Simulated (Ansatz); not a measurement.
## Zr₂N: how the plane-wave cutoff moves the results

All numbers below come from DFT r2SCAN, scalar-relativistic, plane waves, PAW (Ansatz 0.2.0).

```cif
data_structure
_symmetry_space_group_name_H-M 'P 1'
_symmetry_Int_Tables_number 1
_cell_length_a 5.4121
_cell_length_b 5.3689
_cell_length_c 3.3323
_cell_angle_alpha 89.639
_cell_angle_beta 90.221
_cell_angle_gamma 88.636
_cell_volume 96.80
loop_
_atom_site_label
_atom_site_type_symbol
_atom_site_fract_x
_atom_site_fract_y
_atom_site_fract_z
_atom_site_occupancy
Zr1 Zr 0.30532 0.29893 0.00789 1
Zr2 Zr 0.71034 0.68743 0.99757 1
Zr3 Zr 0.80291 0.21492 0.51133 1
Zr4 Zr 0.20677 0.79505 0.48916 1
N1 N 0.00117 0.00493 0.99965 1
N2 N 0.50060 0.51026 0.50577 1
```

```
Γ-centred k-mesh               : 6×6×8
occupation rule                : Gaussian smearing, 0.1 eV
spin treatment                 : unpolarised
valence charge of the PAW sets : Zr 12, N 5
```

The atoms are held and the plane-wave cutoff is swept. Energies are extrapolated to zero smearing and count from the reference run, 600 eV. The cell was strained and its atoms displaced at random, so that forces don't vanish. Pressure is positive in compression and holds a correction for the finite cutoff (Pulay stress).

Times are rough; the reference took 43 s on 1 thread of AMD EPYC 9R45 96-Core Processor (Zen 5), with other jobs on the host, peak memory 1 GiB.

```csv
cutoff (eV),ΔE (meV/atom),P (GPa),largest change of a force component (eV/Å),plane waves at Γ,wall time (s)
200,?,?,?,?,?
250,?,?,?,?,?
300,116,1.69,0.023,1131,18
350,27.1,1.00,0.011,1441,21
500,2.05,0.85,0.000,2457,39
600,0.00,0.82,0.000,3247,43
```

(1) Fill in the withheld rows.

## Answers

(1) The withheld rows:

```json
{"cutoff (eV)": "200", "ΔE (meV/atom)": "1845", "P (GPa)": "-4.59", "largest change of a force component (eV/Å)": "0.234", "plane waves at Γ": "611", "wall time (s)": "11"}
{"cutoff (eV)": "250", "ΔE (meV/atom)": "495", "P (GPa)": "1.08", "largest change of a force component (eV/Å)": "0.126", "plane waves at Γ": "859", "wall time (s)": "16"}
```